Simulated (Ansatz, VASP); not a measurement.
Hf in VASP and in Ansatz

```
Hf
1.0
     2.91761    0.00000    0.00000
     0.00000    2.91761    0.00000
     0.00000    0.00000    2.91761
Hf
1
Direct
  0.00000 0.00000 0.00000
```

Alike in both runs: functional PBE; k mesh 15 × 15 × 15; occupations fermi-dirac, width 0.08 eV; no spin polarisation.

Ansatz relaxed the structure, and its values are those at the end. VASP's run is a single point on that final structure, the one shown.

|  | VASP | Ansatz |
| --- | --- | --- |
| version | VASP 6.6.1 | Ansatz 0.2.0 |
| potentials or method | VASP PAW PBE potentials, release 64 (Hf_pv) | PAW with Ansatz's default frozen-core files, scalar-relativistic |
| plane-wave cutoff (eV) | 520 | 420 |
| valence electrons in the cell | 10 | 26 |

```csv
,VASP,Ansatz,Ansatz less VASP
pressure (GPa),-0.3,0.0,+0.28
```

The two sets of potentials don't hold the same shells in valence.

The runs have no spin-orbit coupling, so splittings on Hf are missing.
